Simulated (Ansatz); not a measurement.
# AlN: the cost of one run

Computed with Ansatz 0.2.0 (DFT PBE, scalar-relativistic, plane waves, PAW, unless a step's input says otherwise).

1 further run of the same task is left out (set aside as unsound or not needed).

**1. The structure to begin with**

The structure is cubic, space group Fm-3m (No. 225). The conventional cell has a = 4.070 Å, b = 4.070 Å, c = 4.070 Å, α = 90.00°, β = 90.00°, γ = 90.00°. Around Al (site symmetry m-3m) lie 6 N at 2.04 Å. N (site symmetry m-3m) has 6 Al at 2.04 Å as nearest neighbours.

Structure file:

```cif
data_structure
_symmetry_space_group_name_H-M 'Fm-3m'
_symmetry_Int_Tables_number 225
_cell_length_a 4.0704
_cell_length_b 4.0704
_cell_length_c 4.0704
_cell_angle_alpha 90.000
_cell_angle_beta 90.000
_cell_angle_gamma 90.000
_cell_volume 67.44
loop_
_atom_site_label
_atom_site_type_symbol
_atom_site_symmetry_multiplicity
_atom_site_Wyckoff_symbol
_atom_site_fract_x
_atom_site_fract_y
_atom_site_fract_z
_atom_site_occupancy
Al1 Al 4 a 0.00000 0.00000 0.00000 1
N1 N 4 b 0.50000 0.00000 0.00000 1
```

It is the end of an earlier relaxation with the same method, from a generated guess; it is a trial structure. At a tolerance of 0.02 Å it has space group Fm-3m (No. 225); it has 8.43 Å³/atom, an uncorrected energy of -1.20 eV/atom over the elements.

**2. Static run: bands, density of states and charges**

Input file input.yaml:

```yaml
crystal:
  lattice:
    - [0.0, 2.0351763369, 2.0351763369]
    - [2.0351763369, 0.0, 2.0351763369]
    - [2.0351763369, 2.0351763369, 0.0]
  atoms:
    - { symbol: Al, position: [0.0, 0.0, 0.0] }
    - { symbol: "N", position: [0.5, 0.5, 0.5] }
basis:
  ecutwfc: 420
kpoints:
  mp_grid: { grid: [10, 10, 10] }
  band_path:
    path:
      - [[0.0, 0.0, 0.0], [0.5, 0.0, 0.5], [0.625, 0.25, 0.625]]
      - [[0.375, 0.375, 0.75], [0.0, 0.0, 0.0], [0.5, 0.5, 0.5], [0.5, 0.25, 0.75], [0.5, 0.0, 0.5]]
    npoints: 14
hamiltonian:
  xc: pbe
scf:
  occupations: { method: gaussian, width: 0.02 }
  n_extra_bands: 6
output:
  forces: true
  stress: true
  eigenvalues: true
  populations: true
  dos: { projected: true, de: 0.02, nscf_kmesh: { grid: [15, 15, 15] } }
  bader: true
  write_density: true
  write_potential: true
  elf: true
  volumetric_format: npy
```

Run with:

```sh
$ ansatz run input.yaml --threads 1 --pin off --max-ram 2560MiB --backend cpu --events-out ev --progress --plain --runs-dir out
```

Q: Estimate wall time and peak memory on 1 thread of Intel Xeon at 2.70GHz, shared host.

About 17 s, with a peak of 0.29 GiB.
